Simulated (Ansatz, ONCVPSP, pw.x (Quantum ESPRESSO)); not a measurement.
**What a changed setting does to a pw.x run (fcc Ti)**

Potential: optimised norm-conserving Vanderbilt (ONCV), ONCVPSP 4.0.1.1 (patched build), PBE; core [Ne], reference 3s2 3p6 3d2 4s2; waves: 3s+4s: rc 1.75 bohr, ncon 4, nbas 9, qcut 7.6 1/bohr, 2 projectors; 3p: rc 1.70 bohr, ncon 4, nbas 8, qcut 9.2 1/bohr, 2 projectors, debl 1.4 Ha; 3d: rc 2.50 bohr, ncon 5, nbas 10, qcut 7.6 1/bohr, 2 projectors, debl 1.4 Ha; local part: polynomial inside 1.30 bohr (lpopt 3, dvloc0 6 Ha); core correction: Teter function, fcfact 4.75, rcfact 1.1. In the p channel the program set the typed energies aside and used -1.428, 0.250 Ha.

The reference run (k-mesh 14³, cutoffs 65/260 Ry, Fermi–Dirac 0.01 Ry, mixing_beta 0.4, conv_thr 1e-9, no spin) gives 0.07 GPa at 17.482 Å³/atom, where all-electron LAPW gives -0.10 GPa. This run, with its own iteration cap, changes degauss to 0.002.

```
&control
  calculation='scf', prefix='x', pseudo_dir='./', outdir='./tmp', tstress=.true., disk_io='none'
/
&system
  ibrav=0, nat=1, ntyp=1, ecutwfc=65, ecutrho=260, nbnd=14,
  occupations='smearing', smearing='fd', degauss=0.002
/
&electrons
  conv_thr=1e-09, mixing_beta=0.4, electron_maxstep=50
/
ATOMIC_SPECIES
Ti 1.0 Ti.UPF
CELL_PARAMETERS angstrom
  0.00000000 2.05993590 2.05993590
  2.05993590 0.00000000 2.05993590
  2.05993590 2.05993590 0.00000000
ATOMIC_POSITIONS crystal
Ti 0.0000 0.0000 0.0000
K_POINTS automatic
14 14 14 0 0 0
```

```bash
pw.x < Ti.scf.in > Ti.scf.out
```

**Question.** How does the run end?

**Answer.** It converges in 8 iterations; the free energy moves by +51.7 meV/atom and the pressure by -0.49 GPa. In a metal, with Fermi–Dirac smearing, F lies below its zero-width value by a term in the square of the width.

```
Message from routine setup:
     using ibrav=0 with symmetry is DISCOURAGED, use correct ibrav instead
     lattice parameter (alat)  =       5.5051  a.u.
     unit-cell volume          =     117.9744 (a.u.)^3
     number of electrons       =        12.00
     number of Kohn-Sham states=           14
     kinetic-energy cutoff     =      65.0000  Ry
     charge density cutoff     =     260.0000  Ry
     scf convergence threshold =      1.0E-09
     Exchange-correlation= PBE
     number of k points=   104  Fermi-Dirac smearing, width (Ry)=  0.0020
     iteration #  1     ecut=    65.00 Ry     beta= 0.40
     total energy              =    -118.57975724 Ry
     estimated scf accuracy    <       0.03489730 Ry
     iteration #  2     ecut=    65.00 Ry     beta= 0.40
     total energy              =    -118.58447043 Ry
     estimated scf accuracy    <       0.00128733 Ry
     iteration #  3     ecut=    65.00 Ry     beta= 0.40
     total energy              =    -118.58462433 Ry
     estimated scf accuracy    <       0.00022667 Ry
     [... 2 iterations left out ...]
     iteration #  6     ecut=    65.00 Ry     beta= 0.40
     total energy              =    -118.58463255 Ry
     estimated scf accuracy    <          5.6E-09 Ry
     iteration #  7     ecut=    65.00 Ry     beta= 0.40
     total energy              =    -118.58463255 Ry
     estimated scf accuracy    <          3.2E-09 Ry
     iteration #  8     ecut=    65.00 Ry     beta= 0.40
     the Fermi energy is    13.2471 ev
!    total energy              =    -118.58463255 Ry
     estimated scf accuracy    <          2.3E-11 Ry
     smearing contrib. (-TS)   =      -0.00038092 Ry
     The total energy is F=E-TS. E is the sum of the following terms:
     one-electron contribution =     -40.43573624 Ry
     hartree contribution      =      24.01621199 Ry
     xc contribution           =     -17.36270719 Ry
     ewald contribution        =     -84.80202019 Ry
     convergence has been achieved in   8 iterations
          total   stress  (Ry/bohr**3)                   (kbar)     P=       -4.12
     Message from routine punch:
     Nothing written, as per user request (disk_io='none')
```

The run took about 9 s on one core of a shared host (AMD EPYC 9R45 96-Core Processor, 96 threads, 376 GiB, load 52).
